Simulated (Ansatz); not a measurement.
LiCl in the rocksalt structure, relaxed with r2SCAN in Ansatz. The symmetry is Fm-3m (No. 225, cubic); conventional cell a = 5.112 Å, 16.70 Å³ an atom. Around Li lie 6 Cl at 2.56 Å; around Cl lie 6 Li at 2.56 Å.

The axes x, y and z are those of this cell:
```yaml
crystal:
  lattice:
    - [0.00000, 2.55604, 2.55604]
    - [2.55604, 0.00000, 2.55604]
    - [2.55604, 2.55604, 0.00000]
  atoms:
    - { symbol: Li, position: [0.00000, 0.00000, 0.00000] }
    - { symbol: Cl, position: [0.50000, 0.50000, 0.50000] }
```

Unstrained: The PBE gap is indirect, 6.384 eV (Γ–K (0.19 of the way from Γ) to Γ), below the direct gap of 6.387 eV at Γ. Least and direct gap differ so little that the kind isn't settled. r2SCAN gives an indirect gap of 7.290 eV, from Γ–K (0.19 of the way from Γ) to Γ; the least direct gap is 7.291 eV at Γ. Least and direct gap differ so little that the kind isn't settled. The HSE06 gap is indirect, 7.785 eV (Γ–K (0.19 of the way from Γ) to Γ), below the direct gap of 7.787 eV at Γ. Least and direct gap differ so little that the kind isn't settled. Meshes: PBE 8×8×8, r2SCAN 8×8×8, HSE06 6×6×6. Strains are changes of length per length, and xy shears are angles. After each strain the atoms were relaxed again with r2SCAN within the symmetry that the strain leaves, so tilts or polar shifts that break it weren't tested; points keep the names that they have in the unstrained zone. Spin-unpolarised throughout; all numbers are computed.

Problem. Apply xy shear, engineering strain (angle) +2.0 %. How far does the gap move, against the unstrained cell?

Solution. PBE: the gap goes from 6.384 to 6.322 eV (-0.062 eV); the edges go from Γ–K (0.19) → Γ to Γ–K (0.17) → Γ. r2SCAN: the gap goes from 7.290 to 7.225 eV (-0.065 eV); least and direct gap lie within 0.04 eV, so its kind isn't settled. HSE06: the gap goes from 7.785 to 7.721 eV (-0.064 eV); least and direct gap lie within 0.04 eV, so its kind isn't settled. The r2SCAN energy rises by 0.6 meV an atom.

Problem. One strain changed the r2SCAN stress by xx +2.04, yy +2.04, zz +2.04, xy +0.96, xz +0.96, yz +0.96 GPa (compression positive) and the gap by -0.054 eV (PBE), -0.202 eV (r2SCAN), -0.093 eV (HSE06). Which kind of strain was it, and roughly how large?

Solution. Uniaxial -5.0 % along [111], other directions held. The pattern of the stress gives the kind; the size needs the stiffness, so it is an estimate.

Problem. Apply uniaxial -0.5 % along x, other directions held. How far does the gap move, against the unstrained cell?

Solution. PBE: the gap goes from 6.384 to 6.410 eV (+0.026 eV); the edges go from Γ–K (0.19) → Γ to Γ–K (0.18) → Γ. r2SCAN: the gap goes from 7.290 to 7.318 eV (+0.028 eV); least and direct gap lie within 0.04 eV, so its kind isn't settled. HSE06: the gap goes from 7.785 to 7.812 eV (+0.027 eV); the edges go from Γ–K (0.19) → Γ to Γ–K (0.18) → Γ. The r2SCAN energy rises by 0.1 meV an atom.

Problem. One strain changed the r2SCAN stress by xx -1.63, yy -1.63, zz 0.00 GPa (compression positive) and the gap by -0.262 eV (PBE), -0.284 eV (r2SCAN), -0.279 eV (HSE06). Which kind of strain was it, and roughly how large?

Solution. Epitaxial +3.0 % in the xy plane, free normal strain -2.00 %. The pattern of the stress gives the kind; the size needs the stiffness, so it is an estimate.

Problem. Estimate what uniaxial +2.0 % along z, other directions held does to the gap.

Solution. PBE: the gap goes from 6.384 to 6.240 eV (-0.144 eV); least and direct gap lie within 0.04 eV, so its kind isn't settled. r2SCAN: the gap goes from 7.290 to 7.135 eV (-0.155 eV); least and direct gap lie within 0.04 eV, so its kind isn't settled. HSE06: the gap goes from 7.785 to 7.632 eV (-0.153 eV); least and direct gap lie within 0.04 eV, so its kind isn't settled. The r2SCAN energy rises by 1.1 meV an atom.

Where an edge lies off the special points, it is a point of the mesh or the k point where a search put PBE's edge or least direct gap, reused for the other functionals, whose own edges may lie a little apart.

The meshes of the hybrids are coarse, so their gaps aren't converged to the digits shown.
